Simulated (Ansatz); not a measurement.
Relaxation of AlCu$_{3}$

All numbers below come from Ansatz, DFT PBEsol, scalar-relativistic, plane waves, PAW. (420 eV cutoff, 16×16×16 k-mesh, Gaussian smearing of 0.10 eV, no spin polarisation)

What was changed: biaxial strain in the a-b plane, c and atoms relaxed: -4.5 %.

Command:

```bash
ansatz run input.yaml --threads 1 --pin off --max-ram 2560MiB --backend cpu --events-out ev --progress --plain --runs-dir out
```

Input:

```yaml
crystal:
  lattice:
    - [0.0, 2.7537142963, 2.7537142963]
    - [2.7537142963, 0.0, 2.7537142963]
    - [2.8921208787, 2.8921208787, -0.1384065824]
  atoms:
    - { symbol: Al, position: [0.0, 0.0, 0.0] }
    - { symbol: Cu, position: [0.5, 0.5, 0.5] }
    - { symbol: Cu, position: [0.2500299303, 0.2500299303, 0.249910209] }
    - { symbol: Cu, position: [0.7499700697, 0.7499700697, 0.750089791] }
basis:
  ecutwfc: 420
kpoints:
  mp_grid: { grid: [16, 16, 16] }
hamiltonian:
  xc: pbesol
scf:
  occupations: { method: gaussian, width: 0.1 }
output:
  forces: true
  stress: true
  eigenvalues: true
relax:
  adjacent_minimum: "off"
  f_tol: 0.008
  max_steps: 40
  cell: { stress_tol: 0.015, fix: [a, b, gamma] }
```

F is the free energy. Steps run on the plane waves of an earlier cell, but the last one, and at times one on the way, on a freshly chosen basis, so a repeated geometry can differ a little in energy. The held parts of the cell keep their stress, so P needn't end at zero.

Steps:

```json
{"step": "1", "F − F(1) (eV)": "0.0000", "largest force component (eV/Å)": "0.003", "V (Å³/atom)": "11.228", "P (GPa)": "12.69"}
{"step": "2", "F − F(1) (eV)": "-0.0002", "largest force component (eV/Å)": "0.002", "V (Å³/atom)": "11.243", "P (GPa)": "12.45"}
{"step": "3", "F − F(1) (eV)": "-0.0002", "largest force component (eV/Å)": "0.001", "V (Å³/atom)": "11.260", "P (GPa)": "12.17"}
{"step": "4", "F − F(1) (eV)": "-0.0003", "largest force component (eV/Å)": "0.001", "V (Å³/atom)": "11.260", "P (GPa)": "12.17"}
```

Relaxed structure:

```yaml
crystal:
  lattice:
    - [0.00000, 2.75371, 2.75371]
    - [2.75371, 0.00000, 2.75371]
    - [2.89787, 2.89787, -0.14416]
  atoms:
    - { symbol: Al, position: [0.00000, 0.00000, 0.00000] }
    - { symbol: Cu, position: [0.50000, 0.50000, 0.50000] }
    - { symbol: Cu, position: [0.25009, 0.25009, 0.24974] }
    - { symbol: Cu, position: [0.74991, 0.74991, 0.75026] }
```

It takes space group R-3m (No. 166, trigonal). The conventional cell has a = 3.894 Å, b = 3.894 Å, c = 10.288 Å, α = 90.00°, β = 90.00°, γ = 120.00°. Al (site symmetry -3m) has 8 Cu at 2.41 to 2.57 Å as nearest neighbours. Cu (site symmetry -3m) is surrounded by 8 Cu at 2.41 to 2.57 Å. Cu (site symmetry 3m) has 4 Al at 2.41 to 2.57 Å and 4 Cu at 2.41 to 2.57 Å as nearest neighbours.

The run converged. It took 2.6 min on 1 thread of Arm Neoverse V1, with other jobs on the host, peak memory 0.73 GiB.